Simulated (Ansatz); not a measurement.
# PbSe: the cost of one run

Computed with Ansatz 0.2.0 (DFT PBEsol, scalar-relativistic, plane waves, PAW, unless a step's input says otherwise).

### 1 Starting point

It takes space group Fm-3m (No. 225, cubic). The conventional cell has a = 6.145 Å, b = 6.145 Å, c = 6.145 Å, α = 90.00°, β = 90.00°, γ = 90.00°. Pb (site symmetry m-3m) is surrounded by 6 Se at 3.07 Å. Around Se (site symmetry m-3m) lie 6 Pb at 3.07 Å.

Coordinates:

```cif
data_structure
_symmetry_space_group_name_H-M 'Fm-3m'
_symmetry_Int_Tables_number 225
_cell_length_a 6.1447
_cell_length_b 6.1447
_cell_length_c 6.1447
_cell_angle_alpha 90.000
_cell_angle_beta 90.000
_cell_angle_gamma 90.000
_cell_volume 232.00
loop_
_atom_site_label
_atom_site_type_symbol
_atom_site_symmetry_multiplicity
_atom_site_Wyckoff_symbol
_atom_site_fract_x
_atom_site_fract_y
_atom_site_fract_z
_atom_site_occupancy
Pb1 Pb 4 b 0.50000 0.00000 0.00000 1
Se1 Se 4 a 0.00000 0.00000 0.00000 1
```

### 2 At the starting volume

The input, input.yaml:

```yaml
crystal:
  lattice:
    - [0.0, 3.0723254011, 3.0723254011]
    - [3.0723254011, 0.0, 3.0723254011]
    - [3.0723254011, 3.0723254011, 0.0]
  atoms:
    - { symbol: Pb, position: [0.5, 0.5, 0.5] }
    - { symbol: Se, position: [0.0, 0.0, 0.0] }
basis:
  ecutwfc: 420
  ecutrho_ratio: 4
kpoints:
  mp_grid: { grid: [10, 10, 10] }
hamiltonian:
  xc: pbesol
scf:
  occupations: { method: gaussian, width: 0.05 }
output:
  forces: true
  stress: true
  eigenvalues: true
```

**Question.** How long does this run take on 4 threads of an Arm CPU, shared host, and how much memory does it need?

About 1.7 s, with a peak of 0.37 GiB.
